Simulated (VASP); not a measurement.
# CaO (I4_1md) in VASP: further runs, part 2 of 2

VASP 6.6.1. The steps go on from the part before.

## (4) Relaxation of cell and atoms, PBE

INCAR

```
  PREC = Accurate
  ENCUT = 600
  EDIFF = 1E-6
  ISMEAR = 0
  SIGMA = 0.05
  LREAL = F
  LASPH = T
  NELM = 100
  ALGO = Normal
  ISIF = 3
  LWAVE = F
  LCHARG = F
  GGA = PE
  IBRION = 2
  NSW = 60
  EDIFFG = -0.01
```

KPOINTS

```
regular mesh
0
Gamma
  12 12 12
```

POSCAR

```
CaO
1.0
   -1.5529600000      1.5529600000      5.8212800000
    1.5529600000     -1.5529600000      5.8212800000
    1.5529600000      1.5529600000     -5.8212800000
Ca O
2 2
Direct
    0.0423600000      0.0423600000      0.0000000000
    0.7923600000      0.2923600000      0.5000000000
    0.4576400000      0.4576400000      0.0000000000
    0.2076400000      0.7076400000      0.5000000000
```

Potentials or basis: VASP PAW PBE potentials, release 64 (Ca_sv, O).

Command:

```sh
$ cat potpaw_PBE.64/Ca_sv/POTCAR potpaw_PBE.64/O/POTCAR > POTCAR
$ mpirun -np 1 vasp_std > vasp.out
```

OUTCAR:

```text
PREC = Accurate
   ENCUT = 600
   EDIFF = 1E-6
   ISMEAR = 0
   LREAL = F
   LASPH = T
   NELM = 100
   ISIF = 3
   GGA = PE
   IBRION = 2
   NSW = 60
   EDIFFG = -0.01

 ion  position               nearest neighbor table
   1  0.042  0.042  0.000-   3 2.41   3 2.41   3 2.41   3 2.41   4 2.47   4 2.47
   2  0.792  0.292  0.500-   4 2.41   4 2.41   4 2.41   4 2.41   3 2.47   3 2.47
   3  0.458  0.458  0.000-   1 2.41   1 2.41   1 2.41   1 2.41   2 2.47   2 2.47
   4  0.208  0.708  0.500-   2 2.41   2 2.41   2 2.41   2 2.41   1 2.47   1 2.47

  LATTYP: Found a body centered tetragonal cell.
 ALAT       =     3.1059200000
 C/A-ratio  =     3.7485060787

  Lattice vectors:

 A1 = (  -1.5529600000,   1.5529600000,   5.8212800000)
 A2 = (   1.5529600000,  -1.5529600000,   5.8212800000)
[... 261 lines left out ...]
 number of electron      31.9999997 magnetization

 Free energy of the ion-electron system (eV)
  ---------------------------------------------------
  ext. energy  EPLUGINS =         0.00000000
  ---------------------------------------------------
  free energy    TOTEN  =       -24.44408219 eV

  energy without entropy =      -24.44408219  energy(sigma->0) =      -24.44408219

 E-fermi :   2.7534     XC(G=0): -10.3877

 val. band max:        2.5475285803   @ k =   0.5000   0.5000   0.5000
 cond. band min:       5.9827180807   @ k =   0.0000   0.0000   0.0000
 fundamental gap:      3.4351895004
 Fermi energy:         2.7534449974

 k-point     1 :       0.0000    0.0000    0.0000
  band No.  band energies     occupation
      1     -35.7636      2.00000
      2     -35.6727      2.00000
      3     -17.4556      2.00000
      4     -16.5298      2.00000
      5     -16.5168      2.00000
      6     -16.5168      2.00000
[... 541 lines left out ...]
     19       8.9270      0.00000
     20       9.6790      0.00000

 [... further k-points ...]
[... 5 lines left out ...]
  --------------------------------------------------------------------------------------
  -------------------------------------------------------------------------------------
  Total       -0.0025449     -0.0025449      0.0030349      0.0000000      0.0000000      0.0000000
  in kB       -0.0723162     -0.0723162      0.0862393      0.0000000      0.0000000      0.0000000
  external PRESSURE =      -0.0194643 kB  Pullay stress =       0.0000000 kB
[... 19 lines left out ...]
  FREE ENERGIE OF THE ION-ELECTRON SYSTEM (eV)
  ---------------------------------------------------
  free  energy   TOTEN  =       -24.4440821935 eV

  energy  without entropy=      -24.4440821935  energy(sigma->0) =      -24.44408219

 reached required accuracy - stopping structural energy minimisation
```

OSZICAR:

```text
N       E                     dE             d eps       ncg     rms          rms(c)
DAV:   1     0.343032616768E+03    0.34303E+03   -0.17538E+04  6520   0.178E+03
DAV:   2     0.650993315165E+01   -0.33652E+03   -0.32258E+03  7056   0.474E+02
[... 23 lines left out ...]
DAV:   1    -0.244443697032E+02   -0.31161E-03   -0.84964E-03  6924   0.934E-01    0.113E-01
DAV:   2    -0.244441355310E+02    0.23417E-03   -0.10702E-03  8212   0.249E-01    0.482E-02
DAV:   3    -0.244440818830E+02    0.53648E-04   -0.11455E-04 10420   0.111E-01    0.199E-02
DAV:   4    -0.244440763761E+02    0.55069E-05   -0.72426E-05 11996   0.595E-02    0.766E-03
DAV:   5    -0.244440777572E+02   -0.13811E-05   -0.16682E-06  5896   0.139E-02    0.468E-03
DAV:   6    -0.244440819550E+02   -0.41978E-05   -0.18328E-06  6724   0.951E-03    0.711E-04
DAV:   7    -0.244440821935E+02   -0.23851E-06   -0.29787E-07  4104   0.441E-03
   3 F= -.24444082E+02 E0= -.24444082E+02  d E =-.296748E-03
```

CONTCAR:

```text
CaO
   1.00000000000000
    -1.5552284456991792    1.5552284456991792    5.8277858960535482
     1.5552284456991792   -1.5552284456991792    5.8277858960535482
     1.5552284456991792    1.5552284456991792   -5.8277858960535482
  Ca              O
     2     2
Direct
     0.0423893881460242    0.0423893881460242    0.0000000000000000
     0.7923893881460242    0.2923893881460242    0.5000000000000000
     0.4576106118539758    0.4576106118539758    0.0000000000000000
     0.2076106118539758    0.7076106118539758    0.5000000000000000

  0.00000000E+00  0.00000000E+00  0.00000000E+00
  0.00000000E+00  0.00000000E+00  0.00000000E+00
  0.00000000E+00  0.00000000E+00  0.00000000E+00
  0.00000000E+00  0.00000000E+00  0.00000000E+00
```

It took 32 min on 1 thread of AMD EPYC 7R43 (Zen 3), shared host; peak memory 0.44 GiB.

Results:

- Free energy: -24.4441 eV
- Relaxed volume: 14.10 Å³/atom
- Relaxed cell: a = 6.229 Å, b = 6.229 Å, c = 6.229 Å, α = 151.08°, β = 151.08°, γ = 41.35°
- Space group after relaxing (to 0.05 Å): I4_1md (No. 109)
- Energy gained by relaxing: 0.1 meV/atom
- Ionic steps: 3
- Pressure after relaxing: 0.0 GPa
- Band gap on the k mesh: 3.44 eV, indirect (least direct gap 3.50 eV)

Forces on the atoms (eV/Å):
```
Ca   0.000  0.000  0.003
Ca   0.000  0.000  0.003
O    0.000  0.000 -0.003
O    0.000  0.000 -0.003
```

Step by step:
```csv
step,energy change (eV),largest force (eV/Å),pressure (GPa),volume (Å³)
1,0.0000,0.0092,0.41,56.16
2,-0.0003,0.0008,-0.11,56.45
3,-0.0003,0.0027,0.00,56.38
```

Final structure:
```yaml
crystal:
  lattice:
    - [-1.55523, 1.55523, 5.82779]
    - [1.55523, -1.55523, 5.82779]
    - [1.55523, 1.55523, -5.82779]
  atoms:
    - { symbol: Ca, position: [0.04239, 0.04239, 0.00000] }
    - { symbol: Ca, position: [0.79239, 0.29239, 0.50000] }
    - { symbol: O, position: [0.45761, 0.45761, 0.00000] }
    - { symbol: O, position: [0.20761, 0.70761, 0.50000] }
```

## (5) For comparison

An earlier run on the cell as given: functional PBE; potentials or basis VASP PAW PBE potentials, release 64 (Ca_sv, O); cutoff 520 eV; k mesh 12 × 12 × 12; occupations fermi-dirac, width 0.05 eV; no spin polarisation.

* Pressure: 0.5 GPa
* Largest force: 0.010 eV/Å
* Band gap on the k mesh: 3.45 eV, indirect (least direct gap 3.52 eV)

## (6) Summary

| task | level | cell | k mesh | cutoff (eV) | smearing | gap on the mesh (eV) | pressure (GPa) | relaxed volume (Å³/atom) | largest force (eV/Å) |
| --- | --- | --- | --- | --- | --- | --- | --- | --- | --- |
| relaxation of cell and atoms | PBEsol+D4 | relaxed | 9 × 9 × 9 | 600 | fermi-dirac 0.05 eV | 3.49 | 0.0 | 13.35 | 0.01 |
| relaxation of cell and atoms | PBEsol+rVV10 | relaxed | 9 × 9 × 9 | 600 | fermi-dirac 0.05 eV | 3.45 | 0.0 | 13.44 | 0.02 |
| relaxation of cell and atoms | PBE | relaxed | 12 × 12 × 12 | 600 | gaussian 0.05 eV | 3.44 | 0.0 | 14.10 | - |
| single point | PBE | as given | 12 × 12 × 12 | 520 | fermi-dirac 0.05 eV | 3.45 | 0.5 | - | 0.01 |

Alike in all rows: potentials or basis VASP PAW PBE potentials, release 64 (Ca_sv, O); no spin polarisation.

Caveats: the PAW data sets were made with another functional, which shifts forces and pressure a little (some runs); an odd mesh through Γ misses points on the zone boundary, where band edges often lie (some runs).

Absolute energies hang on the potentials; compare differences alone.
